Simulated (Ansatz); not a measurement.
Run on zincblende InP (110), 1 layer: DFT, PBE, all-electron LAPW, scalar-relativistic (Ansatz 0.2.0).

The slab is cut from a bulk crystal relaxed on PAW files (its atoms may have been relaxed since), whose type needn't be the stable one.

Command: `ansatz run input.yaml --threads 1 --pin off --max-ram 3584MiB --backend cpu --events-out ev --progress --plain --runs-dir out` It took 34 s on 1 thread of Arm Neoverse V2, on a shared host, peak memory 0.63 GiB.

```yaml
crystal:
  lattice:
    - [4.2139839917, 0.0, 0.0]
    - [0.0, 5.9594733127, 0.0]
    - [0.0, 0.0, 16.0]
  atoms:
    - { symbol: In, position: [0.25, 0.125, 0.5] }
    - { symbol: P, position: [0.75, 0.875, 0.5] }
kpoints:
  mp_grid: { grid: [6, 5, 1] }
scf:
  occupations: { method: fermi_dirac, width: 0.02 }
hamiltonian:
  xc: pbe
  pseudopotentials: { kind: all_electron, lapw: { basis_error: 0.001 } }
output:
  forces: true
  stress: true
  eigenvalues: true
  populations: true
  dos: { projected: true, de: 0.2, e_range: [-14, 8] }
efield:
  axis: 3
  amplitude: 0
  dipole_correction: true
```

Output:

```
In: projections on atomic orbitals take those of the free atom 1s2 2s2 2p6 3s2 3p6 3d10 4s2 4p6 4d10 5s2 5p1, of charge +0.00 (hamiltonian.pseudopotentials.projection_atoms)
P: projections on atomic orbitals take those of the free atom 1s2 2s2 2p6 3s2 3p3, of charge +0.00 (hamiltonian.pseudopotentials.projection_atoms)
LAPW: plane waves up to 7.838 Å⁻¹, error target 1.0e-3 eV per atom; small_component_spin mean_spin; P in spheres of 1.122 Å, 13 of its electrons in bands, Dirac shells []; In in spheres of 1.459 Å, 21 of its electrons in bands, Dirac shells [] (how accurate: hamiltonian.pseudopotentials.lapw.basis_error, Limitations)
Engine: ansatz 0.2.0
Pseudopotentials: kind: all_electron
Pseudopotential: In, LAPW, valence charge 21, lapw/all_electron/scalar/gaussian/In, Koelling and Harmon's equation, gaussian nucleus
Pseudopotential: P, LAPW, valence charge 13, lapw/all_electron/scalar/gaussian/P, Koelling and Harmon's equation, gaussian nucleus
Functional definition: PBE
  parameter kappa = 0.804
  parameter beta = 0.06672455060314922
  exchange = pbe_x(kappa = kappa, mu = beta*pi^2/3)
  correlation = pbe_c(beta = beta)
Crystal: 2 atoms, lattice volume = 401.810 Å³
Basis set: ecut = 234.04825134705297 eV, 3291 PW (Γ), exchange–correlation at level 2
Bands: 21, of which v1, the nominal top of the filled ones, is band 17 counted from 1 (16 counted from 0)
Symmetry: 2 space group operations
k-points: 12 of 30 (time reversal used)
Non-local potential: In, projectors of the file, none
Non-local potential: P, projectors of the file, none
Initial density: superposition of atomic densities (neutral atoms: chi_scale 0, normalization atom)
Initial wavefunctions: plane waves of lowest kinetic energy (no species holds an atomic orbital)
Functional: x = pbe(κ = 0.804, μ = 0.2195149727645171), c = pbe(β = 0.06672455060314922)
iter 1 solved again at ethr=1.06e-2 eV; its pass at ethr=1.00e-1 eV (dr2=3.60e0 eV) is discarded
SCF iter   1: F=—  HF=-169353.739461 eV  |F-HF|=—  |Δ(HF+E_count)|=         —  Δρ=1.55e-2  dr2=3.60e0  ethr=1.06e-2  p=-0.000 e·Å  D=-2.94e-15 V/Å  ΔV_dip=0.00 eV  dr2_dipole=1.80e-10  V_vac-E_F(+/−)=5.81/5.81 eV  ⟨swp⟩=2.6  Hψ=1633  notcnv=0
efield: sawtooth ramp at fractional position 0.9500 (placed from the atoms, in the widest stretch of the axis that holds none; the zero of the levels goes with the place), width 0.1000; the density the first Hamiltonian is built on has a dipole p = 0.000 e·Å; the dipole correction subtracts the counter field D = 5.00e-15 V/Å, which shifts the + side's vacuum level by -0.00 eV against the − side's; the planar-averaged density in the ramp window peaks in size at 2.7e-6 e/Å³
preconditioner: auto → Resta (q_TF=auto, 1.808 Å⁻¹)  ε∞=1.4  [insulator: Δε(μ)=0.788 eV  Ē_g=12.597 eV  σ=0.020 eV  W_gap=1.00  n_scr=32 (ndim 8)  ℏωp=7.9 eV  f_vac=0.735  D(μ)=0.00/eV (n_scr^D=0)  ε∞_Penn≈1.4  vacuum switching on, ρ_ref=1.2e-2 e/Å³]
SCF iter   2: F=—  HF=-169353.355889 eV  |F-HF|=—  |Δ(HF+E_count)|=   3.84e-1  Δρ=1.22e-2  dr2=1.98e0  ethr=1.06e-2  p=-0.000 e·Å  D=-5.24e-6 V/Å  ΔV_dip=0.00 eV  dr2_dipole=6.57e-10  V_vac-E_F(+/−)=4.61/4.61 eV  ⟨swp⟩=3.0  Hψ=821  notcnv=0
iter 3 solved again at ethr=1.69e-4 eV; its pass at ethr=5.81e-3 eV (dr2=5.75e-2 eV) is discarded
SCF iter   3: F=—  HF=-169352.887074 eV  |F-HF|=—  |Δ(HF+E_count)|=   4.69e-1  Δρ=2.85e-3  dr2=5.79e-2  ethr=1.69e-4  p=-0.000 e·Å  D=-3.71e-7 V/Å  ΔV_dip=0.00 eV  dr2_dipole=1.38e-11  V_vac-E_F(+/−)=5.02/5.02 eV  ⟨swp⟩=3.2  Hψ=1369  notcnv=0
SCF iter   4: F=—  HF=-169352.883302 eV  |F-HF|=—  |Δ(HF+E_count)|=         —  Δρ=1.49e-3  dr2=2.07e-2  ethr=1.69e-4  p=0.000 e·Å  D=2.19e-6 V/Å  ΔV_dip=-0.00 eV  dr2_dipole=3.47e-11  V_vac-E_F(+/−)=4.84/4.84 eV  ⟨swp⟩=3.0  Hψ=797  notcnv=0
the basis was enlarged: its passes take 702.6 KiB over the memory plan, 1 of 1 planned eigensolver slots
SCF iter   5: F=—  HF=-169352.879697 eV  |F-HF|=—  |Δ(HF+E_count)|=   3.61e-3  Δρ=2.36e-4  dr2=4.75e-4  ethr=6.09e-5  p=-0.000 e·Å  D=-7.75e-7 V/Å  ΔV_dip=0.00 eV  dr2_dipole=9.43e-12  V_vac-E_F(+/−)=4.84/4.84 eV  ⟨swp⟩=2.2  Hψ=748  notcnv=0
SCF iter   6: F=—  HF=-169352.879701 eV  |F-HF|=—  |Δ(HF+E_count)|=   4.60e-6  Δρ=7.23e-5  dr2=2.78e-5  ethr=1.40e-6  p=0.000 e·Å  D=3.60e-7 V/Å  ΔV_dip=-0.00 eV  dr2_dipole=1.61e-12  V_vac-E_F(+/−)=4.83/4.83 eV  ⟨swp⟩=3.0  Hψ=735  notcnv=0
SCF iter   7: F=—  HF=-169352.879717 eV  |F-HF|=—  |Δ(HF+E_count)|=   1.58e-5  Δρ=2.31e-5  dr2=4.95e-6  ethr=8.18e-8  p=-0.000 e·Å  D=-5.18e-7 V/Å  ΔV_dip=0.00 eV  dr2_dipole=4.48e-12  V_vac-E_F(+/−)=4.83/4.83 eV  ⟨swp⟩=3.0  Hψ=727  notcnv=0
SCF iter   8: F=—  HF=-169352.879718 eV  |F-HF|=—  |Δ(HF+E_count)|=   8.06e-7  Δρ=1.05e-5  dr2=1.20e-6  ethr=1.45e-8  p=0.000 e·Å  D=2.61e-7 V/Å  ΔV_dip=-0.00 eV  dr2_dipole=9.07e-13  V_vac-E_F(+/−)=4.83/4.83 eV  ⟨swp⟩=2.0  Hψ=701  notcnv=0
SCF iter   9: F=-169352.879718 eV  HF=-169352.879718 eV  |F-HF|=7.92e-9  |Δ(HF+E_count)|=   3.97e-8  Δρ=1.30e-6  dr2=8.30e-9  ethr=3.53e-9  p=-0.000 e·Å  D=-2.10e-7 V/Å  ΔV_dip=0.00 eV  dr2_dipole=6.67e-13  V_vac-E_F(+/−)=4.83/4.83 eV  ⟨swp⟩=2.3  Hψ=703  notcnv=0
SCF 1 converged in 9 iterations: F = -169352.879718 eV  dr2 = 8.30e-9
SCF converged after 9 iterations
Free energy (F): -169352.879718 eV
Harris-Foulkes:  -169352.879718 eV  (|F-HF|=7.92e-9)
Internal energy: -169352.874017 eV  (E = F + TS)
E sigma→0 (E₀):  -169352.876867 eV
Entropy (-TS):   -0.005701 eV (-2.850 meV/atom)
Fermi energy:    -3.025862 eV
Dipole field:    D = -0.000000 V/Å  (p = -0.000000 e·Å, saw-weighted, corrected)
Work function:   Φ+ = 4.8295 eV   Φ− = 4.8295 eV
Levels:          The Fermi level and band energies are counted from a zero that moves with the ramp; work functions are not
--- Per-component energies (eV) ---
  E_band       = -1995.752273
  E_kinetic    = 177322.893970
  E_xc         = -4980.040548
  E_efield     = 0.000000  (sawtooth field / dipole correction)
  E_electrostatic = -341695.727439  (all electrons and nuclei)
  E_smearing   = -0.005701  (= −TS)
  E_closure    = 0.000000  (closes the sum)
  E_atoms      = -169347.050426  (free atoms, spherical and without spin; not in F)
  Σ components = -169352.879718   (vs F -169352.879718, Δ=0.00e0)
  Basis errors (estimates in eV, not in F): energy 5.4e-4 per atom: plane waves 5.0e-4 (3.0e-4 summed), levels above the bands 5.1e-109, relativity 1.0e-8, radial functions 4.6e-5, core shells 3.8e-8; eigenvalues (radial functions only) 1.5e-6; not estimated: angular momenta, meshes, grids; target (lapw.basis_error) 1.0e-3; muffin-tin radii P 1.122 Å, In 1.459 Å
--- Forces (eV/Å), atoms counted from 1 ---
  atom   1  In     0.00000000    -1.43650019     0.00000048
  atom   2  P      0.00000000     1.43655762    -0.00000053
  max |Σ_I F_I| component: 5.74e-5 eV/Å
--- Stress (GPa, compression-positive) ---
       -0.827055       0.000000       0.000000
        0.000000      -1.064711       0.000000
        0.000000       0.000000       0.000451
  P = ⅓ Tr σ = -0.6304 GPa (-6.304 kbar)
--- Band table (eV; the first three rows and the last of 12) ---
  k-point 0: bands = ["-170.8857", "-121.4477", "-121.3717", "-121.3089", "-118.3325", "-76.8614", "-76.8482", "-76.7297", "-17.4589", "-17.4176", "-17.4114", "-17.3741", "-17.3102", "-12.4456", "-6.3080", "-3.9509", "-3.8380", "-2.8173", "0.1652", "0.2014", "1.1812"]
  k-point 1: bands = ["-170.8857", "-121.4477", "-121.3717", "-121.3089", "-118.3325", "-76.8614", "-76.8482", "-76.7297", "-17.4587", "-17.4176", "-17.4115", "-17.3741", "-17.3102", "-12.4366", "-6.4436", "-3.9192", "-3.8261", "-2.5018", "0.0337", "0.0662", "1.3405"]
  k-point 2: bands = ["-170.8857", "-121.4478", "-121.3717", "-121.3089", "-118.3325", "-76.8614", "-76.8482", "-76.7297", "-17.4582", "-17.4177", "-17.4116", "-17.3739", "-17.3102", "-12.4217", "-6.6364", "-3.8653", "-3.8066", "-1.9218", "-0.2157", "-0.2107", "1.7897"]
  k-point 11: bands = ["-170.8857", "-121.4477", "-121.3717", "-121.3089", "-118.3325", "-76.8614", "-76.8482", "-76.7297", "-17.4843", "-17.4347", "-17.4155", "-17.3264", "-17.2976", "-11.6630", "-7.9352", "-4.4764", "-3.3187", "-2.9986", "-0.6389", "1.9897", "3.0723"]
--- Löwdin populations: 2 sites ---
  site symbol       q [e]
     0     In     48.6782
     1      P     15.2631
  spilling = 0.000917 (of n_electrons = 64.000000)
```

populations.tsv:

```
# site	symbol	l	j	q
# orbitals = lowdin
# n_electrons = 64.000000
# spilling = 0.000917
# projection_atom_In: 1s2 2s2 2p6 3s2 3p6 3d10 4s2 4p6 4d10 5s2 5p1
# projection_atom_P: 1s2 2s2 2p6 3s2 3p3
0	In	0_1S	-	1.999999
0	In	0_2S	-	1.999975
0	In	0_3S	-	1.999618
0	In	0_4S	-	1.994278
0	In	0_5S	-	1.407797
0	In	1_2P	-	6.000000
0	In	1_3P	-	5.999981
0	In	1_4P	-	5.997499
0	In	1_5P	-	1.291121
0	In	2_3D	-	9.999999
0	In	2_4D	-	9.987979
1	P	0_1S	-	1.999902
1	P	0_2S	-	1.992767
1	P	0_3S	-	1.704795
1	P	1_2P	-	5.999238
1	P	1_3P	-	3.566372
```

Next run (vacuum of 22 Å), as changes to the input before:

```diff
-    - [0.0, 0.0, 16.0]
+    - [0.0, 0.0, 22.0]
   atoms:
   eigenvalues: true
-  populations: true
-  dos: { projected: true, de: 0.2, e_range: [-14, 8] }
 efield:
```

Command: `ansatz run input.yaml --threads 1 --pin off --max-ram 3584MiB --backend cpu --events-out ev --progress --plain --runs-dir out` It took 51 s on 1 thread of Arm Neoverse V2, with other jobs on the host, peak memory 0.79 GiB.

Results part of the output:

```
SCF 1 converged in 10 iterations: F = -169352.879730 eV  dr2 = 1.01e-8
SCF converged after 10 iterations
Free energy (F): -169352.879730 eV
Harris-Foulkes:  -169352.879730 eV  (|F-HF|=7.50e-8)
Internal energy: -169352.874028 eV  (E = F + TS)
E sigma→0 (E₀):  -169352.876879 eV
Entropy (-TS):   -0.005702 eV (-2.851 meV/atom)
Fermi energy:    -3.517678 eV
Dipole field:    D = -0.000000 V/Å  (p = -0.000000 e·Å, saw-weighted, corrected)
Work function:   Φ+ = 4.8294 eV   Φ− = 4.8294 eV
Levels:          The Fermi level and band energies are counted from a zero that moves with the ramp; work functions are not
--- Per-component energies (eV) ---
  E_band       = -2012.472437
  E_kinetic    = 177322.887482
  E_xc         = -4980.040264
  E_efield     = 0.000000  (sawtooth field / dipole correction)
  E_electrostatic = -341695.721246  (all electrons and nuclei)
  E_smearing   = -0.005702  (= −TS)
  E_closure    = 0.000000  (closes the sum)
  E_atoms      = -169347.050426  (free atoms, spherical and without spin; not in F)
  Σ components = -169352.879730   (vs F -169352.879730, Δ=0.00e0)
  Basis errors (estimates in eV, not in F): energy 5.3e-4 per atom: plane waves 4.9e-4 (3.0e-4 summed), levels above the bands 8.6e-106, relativity 1.0e-8, radial functions 3.8e-5, core shells 3.8e-8; eigenvalues (radial functions only) 1.5e-6; not estimated: angular momenta, meshes, grids; target (lapw.basis_error) 1.0e-3; muffin-tin radii P 1.122 Å, In 1.459 Å
--- Forces (eV/Å), atoms counted from 1 ---
  atom   1  In     0.00000000    -1.43654689     0.00000001
  atom   2  P      0.00000000     1.43651410     0.00000006
  max |Σ_I F_I| component: 3.28e-5 eV/Å
--- Stress (GPa, compression-positive) ---
       -0.601516       0.000000       0.000000
        0.000000      -0.774388      -0.000000
        0.000000      -0.000000       0.000324
  P = ⅓ Tr σ = -0.4585 GPa (-4.585 kbar)
--- Band table (eV; the first three rows and the last of 12) ---
  k-point 0: bands = ["-171.3776", "-121.9397", "-121.8636", "-121.8008", "-118.8242", "-77.3531", "-77.3399", "-77.2213", "-17.9507", "-17.9093", "-17.9031", "-17.8658", "-17.8019", "-12.9374", "-6.7998", "-4.4427", "-4.3298", "-3.3091", "-0.3265", "-0.2912", "0.7198"]
  k-point 1: bands = ["-171.3776", "-121.9397", "-121.8636", "-121.8008", "-118.8242", "-77.3531", "-77.3399", "-77.2213", "-17.9504", "-17.9094", "-17.9032", "-17.8657", "-17.8019", "-12.9284", "-6.9354", "-4.4111", "-4.3179", "-2.9936", "-0.4584", "-0.4255", "0.8782"]
  k-point 2: bands = ["-171.3776", "-121.9397", "-121.8636", "-121.8008", "-118.8242", "-77.3531", "-77.3399", "-77.2213", "-17.9500", "-17.9095", "-17.9033", "-17.8656", "-17.8019", "-12.9135", "-7.1282", "-4.3571", "-4.2984", "-2.4135", "-0.7076", "-0.7024", "1.3226"]
  k-point 11: bands = ["-171.3776", "-121.9397", "-121.8636", "-121.8008", "-118.8242", "-77.3531", "-77.3399", "-77.2214", "-17.9760", "-17.9264", "-17.9072", "-17.8181", "-17.7893", "-12.1548", "-8.4270", "-4.9682", "-3.8105", "-3.4904", "-1.1307", "1.4981", "2.5787"]
```
